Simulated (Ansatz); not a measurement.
Pd:

```
Pd
1.0
    -1.57228    1.57228    1.57228
     1.57228   -1.57228    1.57228
     1.57228    1.57228   -1.57228
Pd
1
Direct
  0.00000 0.00000 0.00000
```

This isn't the form of Pd at room conditions, which is fcc.

- Program: Ansatz 0.2.0
- Task: single point
- Functional: PBE
- Potentials or basis: all-electron LAPW, scalar-relativistic
- Cutoff: 273 eV (chosen from the basis error)
- Basis error allowed: 0.001 eV/atom
- k mesh: 12 × 12 × 12
- Occupations: fermi-dirac, width 0.05 eV
- Spin: no spin polarisation

On this cell: pressure -1.2 GPa; band gap on the k mesh none (metal or under the smearing width).

The same run follows on a disturbed copy (cell strained at random at fixed volume):

```
CELL_PARAMETERS angstrom
-1.59918 1.54912 1.62845
1.60297 -1.50854 1.59166
1.57790 1.48727 -1.58787
ATOMIC_POSITIONS crystal
Pd 0.01291 0.99896 0.98783
```

**Question.** What does the disturbed cell give?

**Answer.** The energy (extrapolated to zero smearing) moves by +0.5 meV/atom; pressure -1.1 GPa; band gap on the k mesh none (metal or under the smearing width).

Stress tensor (GPa, compression positive):
```
-0.82  1.26 -0.43
 1.26 -2.06 -2.45
-0.43 -2.45 -0.43
```
